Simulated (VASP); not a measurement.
These are PBE GGA, VASP's PBE PAW potentials (set 64) (plane waves; VASP) values and carry that method's errors.

The input files of a VASP run:

### INCAR
```
SYSTEM = ZrO2
PREC = Accurate; ENCUT = 240; LREAL = F
LASPH = T
EDIFF = 1E-6; NELM = 100; ALGO = Normal
LMAXMIX = 4
ISMEAR = 0; SIGMA = 0.01
GGA = PE
ISIF = 2
LWAVE = F; LCHARG = F
```

File POSCAR:
```
ZrO2
5.2302690
  1.0000000000   0.0000000000   0.0000000000
  0.0000000000   1.0143810959   0.0000000000
 -0.1695511263   0.0000000000   1.0200974367
Zr O
4 8
direct
  0.7236900000   0.9578500000   0.7904000000
  0.2763100000   0.0421500000   0.2096000000
  0.2763100000   0.4578500000   0.7096000000
  0.7236900000   0.5421500000   0.2904000000
  0.0692100000   0.1662900000   0.8438300000
  0.9307900000   0.8337100000   0.1561700000
  0.9307900000   0.6662900000   0.6561700000
  0.0692100000   0.3337100000   0.3438300000
  0.5507000000   0.2574200000   0.0214000000
  0.4493000000   0.7425800000   0.9786000000
  0.4493000000   0.7574200000   0.4786000000
  0.5507000000   0.2425800000   0.5214000000
```

**KPOINTS**
```
Automatic mesh
0
Gamma
3 3 3
0 0 0
```

POTCAR, in this order: Zr_sv O (PBE.64 set). Program: vasp_std.

Output

File OUTCAR:
```
 ion  position               nearest neighbor table
   1  0.724  0.958  0.790-   7 2.09   5 2.10  12 2.19   6 2.20  10 2.21  11 2.29   9 2.30   2 3.40
                             4 3.49   4 3.49   3 3.52   3 3.52   2 3.54   2 3.62
   2  0.276  0.042  0.210-   8 2.09   6 2.10  11 2.19   5 2.20   9 2.21  12 2.29  10 2.30   1 3.40
                             3 3.49   3 3.49   4 3.52   4 3.52   1 3.54   1 3.62
   3  0.276  0.458  0.710-   5 2.09   7 2.10  10 2.19   8 2.20  12 2.21   9 2.29  11 2.30   4 3.40
                             2 3.49   2 3.49   1 3.52   1 3.52   4 3.54   4 3.62
   4  0.724  0.542  0.290-   6 2.09   8 2.10   9 2.19   7 2.20  11 2.21  10 2.29  12 2.30   3 3.40
                             1 3.49   1 3.49   2 3.52   2 3.52   3 3.54   3 3.62
   5  0.069  0.166  0.844-   3 2.09   1 2.10   2 2.20
   6  0.931  0.834  0.156-   4 2.09   2 2.10   1 2.20
   7  0.931  0.666  0.656-   1 2.09   3 2.10   4 2.20
   8  0.069  0.334  0.344-   2 2.09   4 2.10   3 2.20
   9  0.551  0.257  0.021-   4 2.19   2 2.21   3 2.29   1 2.30
  10  0.449  0.743  0.979-   3 2.19   1 2.21   4 2.29   2 2.30
  11  0.449  0.757  0.479-   2 2.19   4 2.21   1 2.29   3 2.30
  12  0.551  0.243  0.521-   1 2.19   3 2.21   2 2.29   4 2.30
  LATTYP: Found a simple monoclinic cell.
 ALAT       =     5.2302690000
 B/A-ratio  =     1.0143810959
 C/A-ratio  =     1.0340920485
 COS(beta)  =    -0.1639613481
 Subroutine PRICEL returns:
 Original cell was already a primitive cell.
 Subroutine GETGRP returns: Found  4 space group operations
The static configuration has the point symmetry S_2 .
 The point group associated with its full space group is C_2h.
The dynamic configuration has the point symmetry S_2 .
 Subroutine INISYM returns: Found  4 space group operations
 Subroutine IBZKPT returns following result:
 Found     10 irreducible k-points:

 Following reciprocal coordinates:
            Coordinates               Weight
  0.000000  0.000000  0.000000      1.000000
  0.333333  0.000000  0.000000      2.000000
  0.000000  0.333333  0.000000      2.000000
  0.333333  0.333333  0.000000      4.000000
  0.000000  0.000000  0.333333      2.000000
  0.333333  0.000000  0.333333      2.000000
...
```

### OSZICAR
```
       N       E                     dE             d eps       ncg     rms          rms(c)
DAV:   1     0.588620258618E+03    0.58862E+03   -0.35868E+04  1156   0.973E+02
DAV:   2    -0.809737684728E+02   -0.66959E+03   -0.64807E+03  1422   0.344E+02
DAV:   3    -0.131038467429E+03   -0.50065E+02   -0.49856E+02  1608   0.837E+01
DAV:   4    -0.134447307623E+03   -0.34088E+01   -0.34063E+01  1736   0.183E+01
DAV:   5    -0.134570777629E+03   -0.12347E+00   -0.12346E+00  1520   0.283E+00    0.518E+01
DAV:   6    -0.119231113550E+03    0.15340E+02   -0.59139E+01  1502   0.347E+01    0.232E+01
DAV:   7    -0.118609414112E+03    0.62170E+00   -0.56853E+00  1624   0.865E+00    0.935E+00
DAV:   8    -0.118489180824E+03    0.12023E+00   -0.62860E-01  1390   0.349E+00    0.135E+00
DAV:   9    -0.118486357645E+03    0.28232E-02   -0.14911E-01  1448   0.137E+00    0.776E-01
DAV:  10    -0.118485050850E+03    0.13068E-02   -0.35231E-02  1399   0.903E-01    0.172E-01
DAV:  11    -0.118485397347E+03   -0.34650E-03   -0.30371E-03  1376   0.254E-01    0.117E-01
DAV:  12    -0.118485408905E+03   -0.11558E-04   -0.10606E-03  1383   0.139E-01    0.461E-02
DAV:  13    -0.118485454234E+03   -0.45329E-04   -0.36775E-04  1384   0.885E-02    0.462E-02
DAV:  14    -0.118485439555E+03    0.14679E-04   -0.83333E-05  1479   0.440E-02    0.787E-03
DAV:  15    -0.118485441203E+03   -0.16480E-05   -0.14323E-05  1240   0.147E-02    0.684E-03
DAV:  16    -0.118485440463E+03    0.74006E-06   -0.31351E-06  1095   0.812E-03
   1 F= -.11848544E+03 E0= -.11848544E+03  d E =-.751055E-83
```

File OUTCAR:
```
------------------------ aborting loop because EDIFF is reached ----------------------------------------
  FORCE on cell =-STRESS in cart. coord.  units (eV):
  Direction    XX          YY          ZZ          XY          YZ          ZX
  --------------------------------------------------------------------------------------
  Total      -99.1134561    -99.6767712    -98.9106704      0.0000000      0.0000000     -0.9778547
  in kB    -1072.5766102  -1078.6726399  -1070.3821230      0.0000000      0.0000000    -10.5820556
  external PRESSURE =   -1073.8771244 kB  Pullay stress =       0.0000000 kB
  volume of cell :      148.05
      direct lattice vectors                 reciprocal lattice vectors
     5.230269000  0.000000000  0.000000000     0.191194755  0.000000000  0.031778617
     0.000000000  5.305486000  0.000000000     0.000000000  0.188484146  0.000000000
    -0.886798000  0.000000000  5.335384000     0.000000000  0.000000000  0.187427934
 POSITION                                       TOTAL-FORCE (eV/Angst)
 -----------------------------------------------------------------------------------
      3.08417      5.08186      4.21709         0.165778     -0.084592      0.150635
      1.25930      0.22363      1.11830        -0.165778      0.084592     -0.150635
      0.81590      2.42912      3.78599        -0.165778     -0.084592     -0.150635
      3.52757      2.87637      1.54940         0.165778      0.084592      0.150635
     -0.38632      0.88225      4.50216        -0.100025      0.026578      0.001226
      4.72979      4.42324      0.83323         0.100025     -0.026578     -0.001226
      4.28639      3.53499      3.50092         0.100025      0.026578     -0.001226
      0.05708      1.77049      1.83447        -0.100025     -0.026578      0.001226
      2.86133      1.36574      0.11418         0.058330     -0.111596      0.113149
      1.48214      3.93975      5.22121        -0.058330      0.111596     -0.113149
      1.92554      4.01848      2.55351        -0.058330     -0.111596     -0.113149
      2.41793      1.28700      2.78187         0.058330      0.111596      0.113149
 -----------------------------------------------------------------------------------
    total drift:                                0.000000     -0.000000      0.000000
  FREE ENERGIE OF THE ION-ELECTRON SYSTEM (eV)
  ---------------------------------------------------
  free  energy   TOTEN  =      -118.4854404633 eV

  energy  without entropy=     -118.4854404633  energy(sigma->0) =     -118.48544046
```
(Selected blocks of OUTCAR.)

At this cut-off the stress carries a Pulay error, which pulls relaxed volumes low.

The structure comes from a computed database's ZrO2 entry, a phase known from measurement. The cell was not relaxed at this level. The run is one of a series of settings (ENCUT = 240, KPOINTS 3×3×3 Γ-centred mesh against the base run), some of them coarse on purpose.
